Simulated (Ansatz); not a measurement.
Molecular dynamics on a 2×2×1 supercell (12 atoms) of ZrS2 (P-3m1), relaxed with r2SCAN+rVV10. Forces come from PBEsol in Ansatz: a Nosé-Hoover thermostat at fixed volume, 600 K, steps of 2 fs. Classical nuclei, no spin polarisation; a few dozen steps show the first response, not equilibrium.

```yaml
crystal:
  lattice:
    - [7.3487238498, 1.0e-10, 0.0]
    - [-3.6743619249, 6.3641815393, 0.0]
    - [0.0, 0.0, 5.8571358083]
  atoms:
    - { symbol: Zr, position: [0.0, 0.0, 0.0] }
    - { symbol: S, position: [0.3333333333, 0.1666666667, 0.7537648221] }
    - { symbol: S, position: [0.1666666667, 0.3333333333, 0.2462351779] }
    - { symbol: Zr, position: [0.0, 0.5, 0.0] }
    - { symbol: S, position: [0.3333333333, 0.6666666667, 0.7537648221] }
    - { symbol: S, position: [0.1666666667, 0.8333333333, 0.2462351779] }
    - { symbol: Zr, position: [0.5, 0.0, 0.0] }
    - { symbol: S, position: [0.8333333333, 0.1666666667, 0.7537648221] }
    - { symbol: S, position: [0.6666666667, 0.3333333333, 0.2462351779] }
    - { symbol: Zr, position: [0.5, 0.5, 0.0] }
    - { symbol: S, position: [0.8333333333, 0.6666666667, 0.7537648221] }
    - { symbol: S, position: [0.6666666667, 0.8333333333, 0.2462351779] }
kpoints:
  mp_grid: { grid: [3, 3, 2] }
hamiltonian:
  xc: pbesol
scf:
  occupations: { method: fermi_dirac, width: 0.052 }
md:
  ensemble: nvt_nose_hoover
  temperature: 600
  timestep: 2.0
  n_steps: 30
  initial_velocities: maxwell_boltzmann
  seed: 7706
```

Run as `ansatz run input.yaml --threads 4 --pin off --max-ram 5529MiB --backend cpu --events-out ev --progress --plain --runs-dir out`.

Task: It ran on 4 threads of Arm Neoverse V2 (shared host), load about 0.4 per core. About how long did it take, and how much host memory at the peak?

Result: About 61 s, with a peak of 0.75 GiB.

Task: How do temperature and energy develop?

Result: The temperature starts at 600 K, is lowest at step 16 (152 K, 32 fs) and ends at 414 K. The thermostat hasn't had time to restore it. The atoms start on their lattice sites with kinetic energy alone, so much of it first passes into potential energy. By the last step the atoms have moved 0.13 Å in the root mean square, the drift of the whole cell taken out, 0.19 Å at most.

| step | t (fs) | T (K) | free energy F from step 0 (meV/atom) | kinetic energy (meV/atom) | largest force (eV/Å) |
| --- | --- | --- | --- | --- | --- |
| 0 | 0 | 600 | 0.0 | 71.1 | 0.15 |
| 1 | 2 | 594 | 0.7 | 70.4 | 0.30 |
| 2 | 4 | 580 | 2.4 | 68.7 | 0.46 |
| 3 | 6 | 559 | 4.8 | 66.3 | 0.61 |
| 4 | 8 | 532 | 8.0 | 63.1 | 0.74 |
| 5 | 10 | 500 | 11.9 | 59.2 | 0.87 |
| 6 | 12 | 463 | 16.3 | 54.9 | 0.98 |
| 7 | 14 | 423 | 21.1 | 50.1 | 1.09 |
| 8 | 16 | 381 | 26.1 | 45.1 | 1.17 |
| 9 | 18 | 338 | 31.2 | 40.1 | 1.31 |
| 10 | 20 | 297 | 36.2 | 35.2 | 1.45 |
| 11 | 22 | 258 | 40.8 | 30.6 | 1.58 |
| 12 | 24 | 224 | 45.0 | 26.5 | 1.69 |
| 13 | 26 | 195 | 48.5 | 23.1 | 1.77 |
| 14 | 28 | 173 | 51.2 | 20.5 | 1.83 |
| 15 | 30 | 158 | 53.0 | 18.8 | 1.86 |
| 16 | 32 | 152 | 53.8 | 18.0 | 1.86 |
| 17 | 34 | 154 | 53.7 | 18.2 | 1.82 |
| 18 | 36 | 163 | 52.7 | 19.3 | 1.75 |
| 19 | 38 | 179 | 51.0 | 21.2 | 1.66 |
| 20 | 40 | 200 | 48.6 | 23.7 | 1.55 |
| 21 | 42 | 225 | 45.8 | 26.7 | 1.42 |
| 22 | 44 | 253 | 42.7 | 30.0 | 1.30 |
| 23 | 46 | 282 | 39.6 | 33.4 | 1.18 |
| 24 | 48 | 310 | 36.5 | 36.7 | 1.08 |
| 25 | 50 | 336 | 33.8 | 39.8 | 1.00 |
| 26 | 52 | 359 | 31.4 | 42.6 | 0.95 |
| 27 | 54 | 379 | 29.6 | 44.9 | 0.93 |
| 28 | 56 | 395 | 28.2 | 46.8 | 0.93 |
| 29 | 58 | 406 | 27.4 | 48.1 | 0.97 |
| 30 | 60 | 414 | 27.0 | 49.0 | 1.02 |

Positions (Å) and forces (eV/Å) at step 30:
```
Zr  -0.050   0.004  -0.145     0.593   0.101   0.484
S    1.875   1.063   4.439     0.213  -0.500  -0.081
S    0.078   2.154   1.400    -0.261  -0.316  -0.072
Zr  -1.796   3.225   0.108    -0.306  -0.363   0.220
S   -0.047   4.121   4.397    -0.384   0.716  -0.086
S   -1.879   5.276   1.467    -0.026   0.188  -0.119
Zr   3.745   0.020   0.177    -0.678   0.338  -0.018
S    5.425   1.016   4.464    -0.022   0.200  -0.097
S    3.526   2.080   1.543     0.649   0.033  -0.740
Zr   1.780   3.219  -0.171     0.598  -0.644   0.511
S    3.778   4.245   4.409    -0.216  -0.176  -0.088
S    1.929   5.208   1.401    -0.158   0.423   0.086
```
